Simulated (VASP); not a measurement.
# Ta (I4/mmm) in VASP: a series of runs

One crystal, Ta, is run at these levels: LDA; tasks: single point.

All numbers are computed with VASP 6.6.1; they aren't measurements. Logs are shortened: lines on timing, memory, paths and dates and some standing lists are left out, and cuts for length are marked.

**1. The cell of the first run**

Symmetry: I4/mmm, No. 139, tetragonal system. The conventional cell has a = 3.203 Å, b = 3.203 Å, c = 3.352 Å, α = 90.00°, β = 90.00°, γ = 90.00°. Around Ta (site symmetry 4/mmm) lie 12 Ta at 2.82 to 3.20 Å.

**2. Single point, LDA (strain -0.030 along x and y, +0.015 along z, atoms carried along)**

Contents of INCAR:

```
ALGO = Fast
EDIFF = 1E-6
ENCUT = 520
GGA = CA
ISIF = 2
ISMEAR = 0
LASPH = T
LCHARG = F
LREAL = F
LWAVE = F
NBANDS = 12
NELM = 100
PREC = Accurate
SIGMA = 0.15
```

Contents of KPOINTS:

```
k-points
0
Gamma
  20 20 20
```

Contents of POSCAR:

```
Ta
1.0
   -1.6017416000      1.6017416000      1.6760492000
    1.6017416000     -1.6017416000      1.6760492000
    1.6017416000      1.6017416000     -1.6760492000
Ta
1
Direct
    0.0000000000      0.0000000000      0.0000000000
```

Potentials or basis: VASP PAW LDA potentials, release 64 (Ta_pv).

Launch:

```console
cat potpaw_LDA.64/Ta_pv/POTCAR > POTCAR
mpirun -np 1 vasp_std > vasp.out
```

OUTCAR:

```text
EDIFF = 1E-6
   ENCUT = 520
   GGA = CA
   ISIF = 2
   ISMEAR = 0
   LASPH = T
   LREAL = F
   NELM = 100
   PREC = Accurate

 ion  position               nearest neighbor table
   1  0.000  0.000  0.000-

  LATTYP: Found a body centered tetragonal cell.
 ALAT       =     3.2034832000
 C/A-ratio  =     1.0463917526

  Lattice vectors:

 A1 = (  -1.6017416000,   1.6017416000,   1.6760492000)
 A2 = (   1.6017416000,  -1.6017416000,   1.6760492000)
 A3 = (   1.6017416000,   1.6017416000,  -1.6760492000)

Analysis of symmetry for initial positions (statically):
=====================================================================
 Subroutine PRICEL returns:
 Original cell was already a primitive cell.

 Routine SETGRP: Setting up the symmetry group for a
 body centered tetragonal supercell.

 Subroutine GETGRP returns: Found 16 space group operations
 (whereof 16 operations were pure point group operations)
 out of a pool of 16 trial point group operations.

The static configuration has the point symmetry D_4h.

Analysis of symmetry for dynamics (positions and initial velocities):
=====================================================================
 Subroutine PRICEL returns:
 Original cell was already a primitive cell.

 Routine SETGRP: Setting up the symmetry group for a
 body centered tetragonal supercell.

 Subroutine GETGRP returns: Found 16 space group operations
 (whereof 16 operations were pure point group operations)
 out of a pool of 16 trial point group operations.

The dynamic configuration has the point symmetry D_4h.

 Subroutine INISYM returns: Found 16 space group operations
 (whereof 16 operations are pure point group operations),
 and found     1 'primitive' translations

----------------------------------------------------------------------------------------

                                     Primitive cell

  volume of cell :      17.2001

  direct lattice vectors                    reciprocal lattice vectors
    -1.601741600  1.601741600  1.676049200     0.000000000  0.312160214  0.298320598
     1.601741600 -1.601741600  1.676049200     0.312160214  0.000000000  0.298320598
     1.601741600  1.601741600 -1.676049200     0.312160214  0.312160214  0.000000000

  length of vectors
     2.817852591  2.817852591  2.817852591     0.431786033  0.431786033  0.441461208

  position of ions in fractional coordinates (direct lattice)
     0.000000000  0.000000000  0.000000000

  ion indices of the primitive-cell ions
   primitive index   ion index
[... 83 lines left out ...]
   PSTRESS=    0.0 pullay stress
   NELECT =      11.0000    total number of electrons
   NUPDOWN=      -1.0000    fix difference up-down
   EMIN   =  10.00;   EMAX   =-10.00  energy-range for DOS
   EFERMI =   0.00;   METHOD = LEGACY
   ISMEAR =     0;   SIGMA  =   0.15  broadening in eV -4-tet -1-fermi 0-gaus
   EFERMI_NEDOS =   21; number of points for ismear=-14 and -15
   IALGO  =     68    algorithm
   IMIX   =      4    mixing-type and parameters
     AMIX     =   0.40;   BMIX     =  1.00
     AMIX_MAG =   1.60;   BMIX_MAG =  1.00
  volume/ion in A,a.u.               =      17.20       116.07
  Fermi-wavevector in a.u.,A,eV,Ry     =   1.410463  2.665389 27.067528  1.989407
  Thomas-Fermi vector in A             =   2.532415
   LORBIT       =      0    0 simple, 1 ext, 2 COOP (PROOUT), +10 PAW based schemes
   GGA     = CA    functional components
   LHFCALC =     F    Hartree Fock is set to
   AEXX    =    0.0000 exact exchange contribution
   IVDW    =     0    specifies the selected vdW correction
   LEPSILON=     F    determine dielectric tensor
   LRPA    =     F    only Hartree local field effects (RPA)
 non-spin polarized calculation
 RMM-DIIS sequential band-by-band and
 Gauss-broadening in eV      SIGMA  =   0.15
  energy-cutoff  :      520.00
  volume of cell :       17.20
 maximum number of plane-waves:       476
 NGX is ok and might be reduce to    24
   NGX = 11   NGY = 11   NGZ = 11

 number of electron      11.0000001 magnetization

 Free energy of the ion-electron system (eV)
  ---------------------------------------------------
  ext. energy  EPLUGINS =         0.00000000
  ---------------------------------------------------
  free energy    TOTEN  =       -12.82470325 eV

  energy without entropy =      -12.81015511  energy(sigma->0) =      -12.81742918

 E-fermi :   5.7892     XC(G=0): -13.0314

 val. band max:        5.7874572157   @ k =   0.4000   0.3000   0.1500
 cond. band min:       5.7896830235   @ k =  -0.1000   0.2000   0.0500
 fundamental gap:      0.0022258078
 Fermi energy:         5.7892242936

 k-point     1 :       0.0000    0.0000    0.0000
  band No.  band energies     occupation
      1     -26.9346      2.00000
      2     -26.9269      2.00000
      3     -26.9269      2.00000
      4      -2.2252      2.00000
      5       6.2829      0.00000
      6       6.2829      0.00000
      7       6.8659      0.00000
      8       9.4533      0.00000
      9      10.2617      0.00000
     10      20.5532      0.00000
     11      21.3797      0.00000
     12      21.3798      0.00000
[... 331 lines left out ...]
 k-point    24 :      -0.3500    0.0500    0.0000
  band No.  band energies     occupation
      1     -27.9729      2.00000
      2     -27.2446      2.00000
      3     -26.9484      2.00000
      4       1.0072      2.00000
      5       4.7924      2.00000
      6       5.6757      1.71536
      7       9.1905      0.00000
      8      10.5418      0.00000
      9      11.0563      0.00000
     10      19.6198      0.00000
     11      20.0998      0.00000
     12      20.9882      0.00000

 [... further k-points ...]

------------------------ aborting loop because EDIFF is reached ----------------------------------------

  FORCE on cell =-STRESS in cart. coord.  units (eV):
  Direction    XX          YY          ZZ          XY          YZ          ZX
  --------------------------------------------------------------------------------------
  -------------------------------------------------------------------------------------
  Total        0.3552512      0.3552512     -0.2625092      0.0000000     -0.0000000      0.0000000
  in kB       33.0913458     33.0913458    -24.4525075      0.0000000     -0.0000000      0.0000000
  external PRESSURE =      13.9100614 kB  Pullay stress =       0.0000000 kB

 VOLUME and BASIS-vectors are now :
 -----------------------------------------------------------------------------
  energy-cutoff  :      520.00
  volume of cell :       17.20
      direct lattice vectors                 reciprocal lattice vectors
    -1.601741600  1.601741600  1.676049200     0.000000000  0.312160214  0.298320598
     1.601741600 -1.601741600  1.676049200     0.312160214  0.000000000  0.298320598
     1.601741600  1.601741600 -1.676049200     0.312160214  0.312160214  0.000000000

 POSITION                                       TOTAL-FORCE (eV/Angst)
 -----------------------------------------------------------------------------------
      0.00000      0.00000      0.00000         0.000000     -0.000000      0.000000
 -----------------------------------------------------------------------------------
    total drift:                               -0.000000      0.000000      0.000000

  FREE ENERGIE OF THE ION-ELECTRON SYSTEM (eV)
  ---------------------------------------------------
  free  energy   TOTEN  =       -12.8247032459 eV

  energy  without entropy=      -12.8101551056  energy(sigma->0) =      -12.81742918
```

stdout:

```text
POSCAR found type information on POSCAR Ta
 POSCAR found :  1 types and       1 ions
 scaLAPACK will be used
 LDA part: xc-table for (Slater(with rela. corr.)+CA(PZ))
 , standard interpolation
 POSCAR, INCAR and KPOINTS ok, starting setup
 FFT: planning ... GRIDC
 FFT: planning ... GRID_SOFT
 FFT: planning ... GRID
 WAVECAR not read
 entering main loop
WARNING in EDDRMM: call to ZHEGV failed, returncode =   8  4     10
```

It took 83 s on 1 thread of Intel Xeon Platinum 8259CL at 2.50GHz (Skylake/Cascade Lake), shared host; peak memory 0.23 GiB.

What came out:

```yaml
Free_energy: -12.8247 eV
Pressure: 1.4 GPa
Band_gap_on_the_k_mesh: none (metal or under the smearing width)
```

Levels at points of the mesh, in eV from the Fermi level:
```tsv
k point	band 1	band 2	band 3	band 4	band 5	band 6	band 7	band 8	band 9	band 10
(0.00, 0.00, 0.00)	-32.72	-32.72	-32.72	-8.01	0.49	0.49	1.08	3.66	4.47	14.76
(0.50, 0.00, 0.00)	-34.11	-33.14	-32.72	-4.59	-1.51	1.86	3.59	5.09	8.13	12.32
(0.50, 0.50, 0.00)	-34.09	-33.20	-32.76	-4.58	-2.11	2.20	4.54	5.36	8.30	12.12
(0.50, 0.50, 0.50)	-33.76	-33.63	-33.63	-4.18	-4.03	7.04	7.24	7.24	8.42	9.58
```

**3. Single point, LDA (strain +0.000 along x and y, -0.030 along z, atoms carried along)**

Contents of INCAR:

```
ALGO = Fast ; EDIFF = 1E-7
ENCUT = 520 ; GGA = CA
ISIF = 2 ; ISMEAR = 0
LASPH = True ; LCHARG = False
LREAL = False ; LWAVE = False
NBANDS = 12 ; NELM = 100
PREC = Accurate ; SIGMA = 0.15
```

KPOINTS is that of step 2.

Contents of POSCAR:

```
Ta
1.0
   -1.6512800000      1.6512800000      1.6017416000
    1.6512800000     -1.6512800000      1.6017416000
    1.6512800000      1.6512800000     -1.6017416000
Ta
1
Direct
    0.0000000000      0.0000000000      0.0000000000
```

Potentials or basis: VASP PAW LDA potentials, release 64 (Ta_pv).

Launch:

```console
cat potpaw_LDA.64/Ta_pv/POTCAR > POTCAR
mpirun -np 1 vasp_std > vasp.out
```

It took 87 s on 1 thread of Intel Xeon Platinum 8259CL at 2.50GHz (Skylake/Cascade Lake), shared host; peak memory 0.24 GiB.

It converged, with:

```yaml
Free_energy: -12.8292 eV
Pressure: -2.0 GPa
Band_gap_on_the_k_mesh: none (metal or under the smearing width)
```

Stress tensor (GPa, compression positive):
```
-3.31  0.00  0.00
 0.00 -3.31  0.00
 0.00  0.00  0.50
```

Levels at points of the mesh, in eV from the Fermi level:
```tsv
k point	band 2	band 3	band 4	band 5	band 6	band 7	band 8	band 9	band 10	band 11
(0.00, 0.00, 0.00)	-32.78	-32.77	-7.95	0.41	0.82	0.82	3.75	4.31	15.04	15.04
(0.50, 0.00, 0.00)	-33.21	-32.80	-4.50	-1.80	1.97	4.04	5.17	8.07	12.13	12.26
(0.50, 0.50, 0.00)	-33.17	-32.77	-4.51	-1.39	1.74	3.58	4.81	7.99	12.06	12.28
(0.50, 0.50, 0.50)	-33.72	-33.63	-4.04	-3.95	7.00	7.00	7.14	8.78	8.78	9.57
```
